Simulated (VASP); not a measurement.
Crystal: SnS.

```
CELL_PARAMETERS angstrom
11.10224 0.00000 0.00000
0.00000 3.98561 0.00000
0.00000 0.00000 4.22986
ATOMIC_POSITIONS crystal
Sn 0.11852 0.25000 0.10999
Sn 0.38148 0.75000 0.60999
Sn 0.61852 0.25000 0.39001
Sn 0.88148 0.75000 0.89001
S 0.85325 0.25000 0.47437
S 0.64675 0.75000 0.97437
S 0.35325 0.25000 0.02563
S 0.14675 0.75000 0.52563
```

Base run:

```yaml
Program: VASP 6.6.1
Functional: r2SCAN
Potentials_or_basis: VASP PAW PBE potentials, release 64 (Sn_d, S)
Cutoff: 520 eV
k_mesh: 4 × 8 × 6
Occupations: gaussian, width 0.03 eV
Spin: no spin polarisation
```

Its results: band gap on the k mesh 0.87 eV, indirect (least direct gap 1.37 eV).

Question: The run is repeated on the same cell with these changes: functional from r2SCAN to TB-mBJ. What comes out?

Answer: Band gap on the k mesh 1.06 eV, indirect (least direct gap 1.54 eV).

Caveats: spin-orbit coupling is left out, which moves the levels of the heavy elements; the mesh misses the band edges, which the band path finds closer together.
